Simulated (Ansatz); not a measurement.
Ge:

```
Ge
1.0
     5.93000    0.00000    0.00000
     0.00000    5.93000    0.00000
     0.00000    0.00000    6.98000
Ge
12
Direct
  0.37500 0.16670 0.75000
  0.33330 0.87500 0.50000
  0.62500 0.83330 0.25000
  0.66670 0.12500 0.00000
  0.87500 0.33330 0.50000
  0.83330 0.62500 0.75000
  0.12500 0.66670 0.00000
  0.16670 0.37500 0.25000
  0.57500 0.42500 0.25000
  0.92500 0.92500 0.50000
  0.42500 0.57500 0.75000
  0.07500 0.07500 0.00000
```

This isn't the form of Ge at room conditions, which is diamond.

| Item | Value |
| --- | --- |
| Program | Ansatz 0.2.0 |
| Task | relaxation of cell and atoms |
| Functional | RPBE |
| Potentials or basis | Ansatz PAW |
| Cutoff | 420 eV (not typed: the program's choice for these potentials) |
| k mesh | 5 × 5 × 4 |
| Occupations | fermi-dirac, width 0.05 eV |
| Spin | no spin polarisation |

At the start: volume 20.45 Å³/atom.

How do energy, volume and symmetry change on relaxing?

It ends after 8 steps and the volume is 22.23 Å³/atom (+8.7 %); space group P4_32_12 (No. 96, to 0.05 Å).

The path:
```
step  energy change (eV)  largest force (eV/Å)  volume (Å³)
   1              0.0000                0.9097       245.45
   2             -0.4787                0.1352       267.14
   3             -0.5132                0.0372       267.05
   4             -0.5164                0.0159       266.51
   5             -0.5166                0.0031       266.52
   6             -0.5210                0.0032       266.52
   7             -0.5210                0.0008       266.70
   8             -0.5211                0.0008       266.70
```

Final structure:
```
CELL_PARAMETERS angstrom
6.07486 0.00000 0.00000
0.00000 6.07486 0.00000
0.00000 0.00000 7.22689
ATOMIC_POSITIONS crystal
Ge 0.37069 0.16955 0.75140
Ge 0.33045 0.87069 0.50140
Ge 0.62931 0.83045 0.25140
Ge 0.66955 0.12931 0.00140
Ge 0.87069 0.33045 0.49860
Ge 0.83045 0.62931 0.74860
Ge 0.12931 0.66955 0.99860
Ge 0.16955 0.37069 0.24860
Ge 0.58552 0.41448 0.25000
Ge 0.91448 0.91448 0.50000
Ge 0.41448 0.58552 0.75000
Ge 0.08552 0.08552 0.00000
```

Caveat: the plane-wave basis is chosen anew once the cell has moved, so the energies of steps on either side of that aren't comparable; the PAW data sets come from PBE, with cores solved anew for the run's functional, which leaves a small shift of forces and pressure.
